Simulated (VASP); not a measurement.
Method: PBE GGA, VASP's PBE PAW potentials (set 64) (plane waves; VASP).

Input for VASP

**INCAR**
```
# general
SYSTEM =ZrO2
PREC   =Accurate
ENCUT  =620   # plane-wave cut-off (eV)
LREAL  =.False.   # projection in real space or not
LASPH  =.True.   # aspherical one-centre terms

# electronic loop
EDIFF  =1E-6
NELM   =100   # most electronic steps
ALGO   =Normal
LMAXMIX=4

# smearing
ISMEAR =0
SIGMA  =0.05

# functional
GGA    =PE   # PBE

# ions
IBRION =2   # conjugate gradients
NSW    =40   # most ionic steps
ISIF   =3
EDIFFG =-0.02   # ionic stop
PSTRESS=200

# output
LWAVE  =.False.
LCHARG =.False.
```

File KPOINTS:
```
Regular mesh
0
gamma
  8 8 8
```

POSCAR:
```
ZrO2
1.0
  0.0000000000   2.4975604215   2.4975604215
  2.4975604215   0.0000000000   2.4975604215
  2.4975604215   2.4975604215   0.0000000000
Zr O
1 2
Cart
  0.0000000000   0.0000000000   0.0000000000
  1.2487802107   1.2487802107   1.2487802107
  3.7463406322   3.7463406322   3.7463406322
```

POTCAR, in this order: Zr_sv O (PBE.64 set). Program: vasp_std.

Output of the run:

### OUTCAR
```
 ion  position               nearest neighbor table
   1  0.000  0.000  0.000-   3 2.16   3 2.16   3 2.16   2 2.16   3 2.16   2 2.16   2 2.16   2 2.16
  LATTYP: Found a face centered cubic cell.
 ALAT       =     4.9951208430
 Subroutine PRICEL returns:
 Original cell was already a primitive cell.
 Subroutine GETGRP returns: Found 48 space group operations
The static configuration has the point symmetry O_h .
The dynamic configuration has the point symmetry O_h .
 Subroutine INISYM returns: Found 48 space group operations
 Subroutine IBZKPT returns following result:
 Found     29 irreducible k-points:

 Following reciprocal coordinates:
            Coordinates               Weight
  0.000000  0.000000  0.000000      1.000000
  0.125000  0.000000  0.000000      8.000000
  0.250000  0.000000  0.000000      8.000000
  0.375000  0.000000  0.000000      8.000000
  0.500000  0.000000  0.000000      4.000000
  0.125000  0.125000  0.000000      6.000000
  0.250000  0.125000  0.000000     24.000000
  0.375000  0.125000  0.000000     24.000000
  0.500000  0.125000  0.000000     24.000000
 -0.375000  0.125000  0.000000     24.000000
...
```

OSZICAR:
```
       N       E                     dE             d eps       ncg     rms          rms(c)
DAV:   1     0.217867417418E+03    0.21787E+03   -0.16365E+04   928   0.178E+03
DAV:   2    -0.254038348206E+02   -0.24327E+03   -0.23937E+03  1184   0.424E+02
DAV:   3    -0.343910148600E+02   -0.89872E+01   -0.89789E+01  1336   0.823E+01
DAV:   4    -0.346409403022E+02   -0.24993E+00   -0.24989E+00  1384   0.103E+01
DAV:   5    -0.346441452284E+02   -0.32049E-02   -0.32049E-02  1168   0.962E-01    0.280E+01
DAV:   6    -0.284603994303E+02    0.61837E+01   -0.34215E+01  1008   0.476E+01    0.114E+01
DAV:   7    -0.284503641452E+02    0.10035E-01   -0.12926E+00  1320   0.934E+00    0.708E+00
DAV:   8    -0.284326258734E+02    0.17738E-01   -0.14534E-01  1256   0.416E+00    0.452E-01
DAV:   9    -0.284321004220E+02    0.52545E-03   -0.21225E-02  1184   0.993E-01    0.285E-01
DAV:  10    -0.284329748839E+02   -0.87446E-03   -0.58210E-03  1040   0.758E-01    0.177E-01
DAV:  11    -0.284329492960E+02    0.25588E-04   -0.17317E-03  1200   0.365E-01    0.148E-01
DAV:  12    -0.284329054671E+02    0.43829E-04   -0.24184E-04  1016   0.133E-01    0.751E-03
DAV:  13    -0.284329066593E+02   -0.11922E-05   -0.19077E-05  1232   0.324E-02    0.551E-03
DAV:  14    -0.284329067960E+02   -0.13668E-06   -0.23025E-06  1000   0.108E-02
   1 F= -.24543374E+02 E0= -.24543374E+02  d E =-.245434E+02
```

**OUTCAR**
```
------------------------ aborting loop because EDIFF is reached ----------------------------------------
  FORCE on cell =-STRESS in cart. coord.  units (eV):
  Direction    XX          YY          ZZ          XY          YZ          ZX
  --------------------------------------------------------------------------------------
  Total        3.8445566      3.8445566      3.8445566      0.0000000      0.0000000      0.0000000
  in kB      197.6873273    197.6873273    197.6873273      0.0000000      0.0000000      0.0000000
  external PRESSURE =      -2.3126727 kB  Pullay stress =     200.0000000 kB
  volume of cell :       31.16
      direct lattice vectors                 reciprocal lattice vectors
     0.000000000  2.497560421  2.497560421    -0.200195357  0.200195357  0.200195357
     2.497560421  0.000000000  2.497560421     0.200195357 -0.200195357  0.200195357
     2.497560421  2.497560421  0.000000000     0.200195357  0.200195357 -0.200195357
 POSITION                                       TOTAL-FORCE (eV/Angst)
 -----------------------------------------------------------------------------------
      0.00000      0.00000      0.00000        -0.000000     -0.000000     -0.000000
      1.24878      1.24878      1.24878         0.000000      0.000000      0.000000
      3.74634      3.74634      3.74634        -0.000000     -0.000000     -0.000000
 -----------------------------------------------------------------------------------
    total drift:                                0.000000     -0.000000      0.000000
  FREE ENERGIE OF THE ION-ELECTRON SYSTEM (eV)
  ---------------------------------------------------
  free  energy   TOTEN  =       -28.4329067960 eV

  energy  without entropy=      -28.4329067960  energy(sigma->0) =      -28.43290680
  enthalpy is  TOTEN    =       -24.5433741622 eV   P V=        3.8895326337

 reached required accuracy - stopping structural energy minimisation
```
(Selected blocks of OUTCAR.)

The compound is ZrO2 in the fluorite structure, the high-temperature cubic form, which is unstable at 0 K; the monoclinic form is the stable one. It was relaxed first under an external pressure of 20 GPa.
